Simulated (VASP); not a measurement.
# CdS (Greenockite) (P6_3mc) in VASP: a series of runs, part 2 of 2

VASP 6.6.1. Earlier steps stand in the parts before.

## (4) Single point, HSE06

Contents of POSCAR:

```
CdS
1.0
    4.1500000000      0.0000000000      0.0000000000
   -2.0750000000      3.5940054257      0.0000000000
    0.0000000000      0.0000000000      6.7370000000
Cd S
2 2
Direct
    0.6666666667      0.3333333333      0.5000000000
    0.3333333333      0.6666666667      0.0000000000
    0.6666666667      0.3333333333      0.8750000000
    0.3333333333      0.6666666667      0.3750000000
```

Contents of INCAR.step1:

```
PREC     = Accurate       # precision mode
ENCUT    = 400            # plane-wave cutoff, eV
EDIFF    = 1E-5           # SCF threshold, eV
ISMEAR   = 0              # smearing method
SIGMA    = 0.01           # smearing width, eV
LREAL    = False          # projectors in reciprocal space
LASPH    = True           # aspherical terms in the spheres
NELM     = 100            # most SCF steps
ALGO     = Normal         # electronic algorithm
ISIF     = 2              # what is computed and relaxed
LWAVE    = True           # write WAVECAR
LCHARG   = False          # write CHGCAR
NBANDS   = 26             # bands
NKRED    = 1            
GGA      = PE             # functional
```

Contents of INCAR.step2:

```
PREC     = Accurate       # precision mode
ENCUT    = 400            # plane-wave cutoff, eV
EDIFF    = 1E-6           # SCF threshold, eV
ISMEAR   = 0              # smearing method
SIGMA    = 0.01           # smearing width, eV
LREAL    = False          # projectors in reciprocal space
LASPH    = True           # aspherical terms in the spheres
NELM     = 100            # most SCF steps
ALGO     = Normal         # electronic algorithm
ISIF     = 2              # what is computed and relaxed
LWAVE    = False          # write WAVECAR
LCHARG   = False          # write CHGCAR
GGA      = PE             # functional
LHFCALC  = True           # exact exchange
HFSCREEN = 0.2            # screening, 1/A
PRECFOCK = Fast         
NBANDS   = 26             # bands
NKRED    = 1            
ISTART   = 1
```

Contents of KPOINTS:

```
regular mesh
0
Gamma
  3 3 2
```

Potentials or basis: VASP PAW PBE potentials, release 64 (Cd, S).

Command:

```
cat potpaw_PBE.64/Cd/POTCAR potpaw_PBE.64/S/POTCAR > POTCAR
cp INCAR.step1 INCAR
mpirun -np 1 vasp_std > vasp.out
cp INCAR.step2 INCAR
mpirun -np 1 vasp_std > vasp.out
```

OUTCAR:

```text
PREC = Accurate
   ENCUT = 400
   EDIFF = 1E-6
   ISMEAR = 0
   LREAL = False
   LASPH = True
   NELM = 100
   ISIF = 2
   GGA = PE
   LHFCALC = True
   HFSCREEN = 0.2
   PRECFOCK = Fast
   NKRED = 1
   ISTART = 1

 Found      6 irreducible k-points:

 Following reciprocal coordinates:
            Coordinates               Weight
  0.000000  0.000000  0.000000      1.000000
  0.333333  0.000000  0.000000      6.000000
  0.333333  0.333333  0.000000      2.000000
  0.000000  0.000000  0.500000      1.000000
  0.333333  0.000000  0.500000      6.000000
  0.333333  0.333333  0.500000      2.000000
   k-points           NKPTS =      6   k-points in BZ     NKDIM =     18   number of bands    NBANDS=     26
   number of dos      NEDOS =    301   number of ions     NIONS =      4
   total plane-waves  NPLWV =  37632
   dimension x,y,z NGX =    28 NGY =   28 NGZ =   48
   dimension x,y,z NGXF=    56 NGYF=   56 NGZF=   96
   ions per type =               2   2
   NGX,Y,Z   is equivalent  to a cutoff of  11.22, 11.22, 11.84 a.u.
   NGXF,Y,Z  is equivalent  to a cutoff of  22.43, 22.43, 23.69 a.u.
 SYSTEM =  unknown system
   PREC   = accura    normal or accurate (medium, high low for compatibility)
   ISTART =      1    job   : 0-new  1-cont  2-samecut
   ICHARG =      0    charge: 1-file 2-atom 10-const
   ISPIN  =      1    spin polarized calculation?
   LNONCOLLINEAR =      F non collinear calculations
   LSORBIT =      F    spin-orbit coupling
   LASPH  =      T    aspherical Exc in radial PAW
   ENCUT  =  400.0 eV  29.40 Ry    5.42 a.u.   6.77  6.77 10.99*2*pi/ulx,y,z
   NELM   =    100;   NELMIN=  2; NELMDL=  0     # of ELM steps
   EDIFF  = 0.1E-05   stopping-criterion for ELM
   LREAL  =      F    real-space projection
   EDIFFG = 0.1E-04   stopping-criterion for IOM
   NSW    =      0    number of steps for IOM
   IBRION =     -1    ionic relax: 0-MD 1-quasi-New 2-CG
   NFREE  =      0    steps in history (QN), initial steepest desc. (CG)
   ISIF   =      2    stress and relaxation
   ISYM   =      3    0-nonsym 1-usesym 2-fastsym
   POTIM  = 0.5000    time-step for ionic-motion
   TEBEG  =    0.0;   TEEND  =   0.0 temperature during run
   PSTRESS=    0.0 pullay stress
   NELECT =      36.0000    total number of electrons
   NUPDOWN=      -1.0000    fix difference up-down
   EMIN   =  10.00;   EMAX   =-10.00  energy-range for DOS
   EFERMI =   0.00;   METHOD = LEGACY
   ISMEAR =     0;   SIGMA  =   0.01  broadening in eV -4-tet -1-fermi 0-gaus
   EFERMI_NEDOS =   21; number of points for ismear=-14 and -15
   IALGO  =     38    algorithm
   IMIX   =      1    mixing-type and parameters
     AMIX     =   0.40;   BMIX     =  1.00
     AMIX_MAG =   1.60;   BMIX_MAG =  1.00
  volume/ion in A,a.u.               =      25.12       169.52
  Fermi-wavevector in a.u.,A,eV,Ry     =   1.162727  2.197236 18.394190  1.351935
  Thomas-Fermi vector in A             =   2.299285
   LORBIT       =      0    0 simple, 1 ext, 2 COOP (PROOUT), +10 PAW based schemes
   GGA     = PE    functional components
   LHFCALC =     T    Hartree Fock is set to
   PRECFOCK=fast      Normal, Fast or Accurate (Low or Medium for compatibility)
   ENCUT4O =  -1.0   cutoff for four orbital integrals eV
   NKREDX  =     1    reduce k-point grid by
   NKREDY  =     1    reduce k-point grid by
   NKREDZ  =     1    reduce k-point grid by
   AEXX    =    0.2500 exact exchange contribution
   HFSCREEN=    0.2000 screening length (either q_TF or 0.3 A-1)
   HFSCREENC=   0.2000 screening length for correlation (either q_TF or 0.3 A-1)
   ENCUTFOCK=  -1.0 apply spherical cutoff to Coloumb kernel
   IVDW    =     0    specifies the selected vdW correction
   LEPSILON=     F    determine dielectric tensor
   LRPA    =     F    only Hartree local field effects (RPA)
 non-spin polarized calculation
 Gauss-broadening in eV      SIGMA  =   0.01
  energy-cutoff  :      400.00
  volume of cell :      100.48
 maximum number of plane-waves:      1832
 NGX is ok and might be reduce to    28
  NGX = 16; NGY = 16; NGZ = 28

 number of electron      36.0000026 magnetization

 Free energy of the ion-electron system (eV)
  ---------------------------------------------------
  ext. energy  EPLUGINS =         0.00000000
  ---------------------------------------------------
  free energy    TOTEN  =       -15.15038530 eV

  energy without entropy =      -15.15038530  energy(sigma->0) =      -15.15038530

 E-fermi :   0.6676     XC(G=0):  -7.5169

 val. band max:        0.5563062453   @ k =   0.0000   0.0000   0.0000
 cond. band min:       2.8304510762   @ k =   0.0000   0.0000   0.0000
 fundamental gap:      2.2741448308
 Fermi energy:         0.6676347689

 k-point     1 :       0.0000    0.0000    0.0000
  band No.  band energies     occupation
      1     -12.9061      2.00000
      2     -12.4525      2.00000
      3      -8.2566      2.00000
      4      -8.2352      2.00000
      5      -8.2352      2.00000
      6      -8.1487      2.00000
[... 18 lines left out ...]
     25       9.3975      0.00000
     26       9.5322      0.00000

 k-point     2 :       0.3333    0.0000    0.0000
  band No.  band energies     occupation
      1     -12.5946      2.00000
      2     -12.3454      2.00000
      3      -8.1662      2.00000
      4      -8.1462      2.00000
      5      -8.0204      2.00000
      6      -7.9963      2.00000
[... 18 lines left out ...]
     25      10.0290      0.00000
     26      10.7636      0.00000

 k-point     3 :       0.3333    0.3333    0.0000
  band No.  band energies     occupation
      1     -12.3686      2.00000
      2     -12.3686      2.00000
      3      -8.1728      2.00000
      4      -8.0134      2.00000
      5      -8.0134      2.00000
      6      -7.9446      2.00000
[... 18 lines left out ...]
     25      10.5853      0.00000
     26      10.5853      0.00000

 k-point     4 :       0.0000    0.0000    0.5000
  band No.  band energies     occupation
      1     -12.6728      2.00000
      2     -12.6728      2.00000
      3      -8.1984      2.00000
      4      -8.1984      2.00000
      5      -8.1984      2.00000
      6      -8.1984      2.00000
[... 18 lines left out ...]
     25       8.5675      0.00000
     26       8.5675      0.00000

 k-point     5 :       0.3333    0.0000    0.5000
  band No.  band energies     occupation
      1     -12.4589      2.00000
      2     -12.4589      2.00000
      3      -8.1180      2.00000
      4      -8.1180      2.00000
      5      -8.0699      2.00000
      6      -8.0699      2.00000
[... 18 lines left out ...]
     25       9.9783      0.00000
     26       9.9783      0.00000

 k-point     6 :       0.3333    0.3333    0.5000
  band No.  band energies     occupation
      1     -12.3564      2.00000
      2     -12.3564      2.00000
      3      -8.0655      2.00000
      4      -8.0655      2.00000
      5      -8.0432      2.00000
      6      -8.0432      2.00000
[... 18 lines left out ...]
     25      11.0564      0.00000
     26      11.0564      0.00000

------------------------ aborting loop because EDIFF is reached ----------------------------------------

  FORCE on cell =-STRESS in cart. coord.  units (eV):
  Direction    XX          YY          ZZ          XY          YZ          ZX
  --------------------------------------------------------------------------------------
  -------------------------------------------------------------------------------------
  Total        0.6917549      0.6917549      0.5778473      0.0000000     -0.0000000      0.0000000
  in kB       11.0298460     11.0298460      9.2136205      0.0000000     -0.0000000      0.0000000
  external PRESSURE =      10.4244375 kB  Pullay stress =       0.0000000 kB

 VOLUME and BASIS-vectors are now :
 -----------------------------------------------------------------------------
  energy-cutoff  :      400.00
  volume of cell :      100.48
      direct lattice vectors                 reciprocal lattice vectors
     4.150000000  0.000000000  0.000000000     0.240963855  0.139120547  0.000000000
    -2.075000000  3.594005426  0.000000000     0.000000000  0.278241094  0.000000000
     0.000000000  0.000000000  6.737000000     0.000000000  0.000000000  0.148434021

 POSITION                                       TOTAL-FORCE (eV/Angst)
 -----------------------------------------------------------------------------------
      2.07500      1.19800      3.36850        -0.000000      0.000000     -0.031713
     -0.00000      2.39600      0.00000         0.000000      0.000000     -0.031713
      2.07500      1.19800      5.89487         0.000000      0.000000      0.031713
     -0.00000      2.39600      2.52637        -0.000000      0.000000      0.031713
 -----------------------------------------------------------------------------------
    total drift:                                0.000002     -0.000000     -0.000707

  FREE ENERGIE OF THE ION-ELECTRON SYSTEM (eV)
  ---------------------------------------------------
  free  energy   TOTEN  =       -15.1503852989 eV

  energy  without entropy=      -15.1503852989  energy(sigma->0) =      -15.15038530
```

Run time: 2.5 min. Hardware: 1 thread of Intel Xeon Platinum 8488C (Sapphire Rapids), shared host; peak memory 0.28 GiB.

These settings aren't checked as converged: the numbers below hold their error.

What came out:

```
Free energy            : -15.1504 eV
Pressure               : 1.0 GPa
Largest force          : 0.032 eV/Å
Band gap on the k mesh : 2.27 eV, direct
```

Caveat: the k mesh is coarse (spacing up to 0.58 Å⁻¹), so the values aren't converged, least of all with exact exchange; the PAW data sets were made with another functional, which shifts forces and pressure a little.

## (5) Single point, HSE06

POSCAR is that of step 4.

INCAR.step1, as its differences from that of step 4:

```diff
@@ -1,3 +1,3 @@
 PREC     = Accurate       # precision mode
-ENCUT    = 400            # plane-wave cutoff, eV
+ENCUT    = 350            # plane-wave cutoff, eV
 EDIFF    = 1E-5           # SCF threshold, eV
```

INCAR.step2, as its differences from that of step 4:

```diff
@@ -1,3 +1,3 @@
 PREC     = Accurate       # precision mode
-ENCUT    = 400            # plane-wave cutoff, eV
+ENCUT    = 350            # plane-wave cutoff, eV
 EDIFF    = 1E-6           # SCF threshold, eV
```

Contents of KPOINTS:

```
regular mesh
0
Gamma
  4 4 2
```

Command:

```
cat potpaw_PBE.64/Cd/POTCAR potpaw_PBE.64/S/POTCAR > POTCAR
cp INCAR.step1 INCAR
mpirun -np 1 vasp_std > vasp.out
cp INCAR.step2 INCAR
mpirun -np 1 vasp_std > vasp.out
```

It took 4.5 min on 1 thread of Intel Xeon Platinum 8488C (Sapphire Rapids), shared host; peak memory 0.27 GiB.

These settings aren't checked as converged: the numbers below hold their error.

What came out:

```
Free energy            : -15.2403 eV
Pressure               : 0.8 GPa
Largest force          : 0.063 eV/Å
Band gap on the k mesh : 2.25 eV, direct
```

Caveat: the k mesh is coarse (spacing up to 0.47 Å⁻¹), so the values aren't converged, least of all with exact exchange; the PAW data sets were made with another functional, which shifts forces and pressure a little.

## (6) For comparison

An earlier run on the cell as given: functional PBEsol; potentials or basis VASP PAW PBE potentials, release 64 (Cd, S); cutoff 520 eV; k mesh 7 × 7 × 4; occupations fermi-dirac, width 0.05 eV; no spin polarisation.

* Pressure: -0.6 GPa
* Largest force: 0.067 eV/Å
* Band gap on the k mesh: 1.06 eV, direct
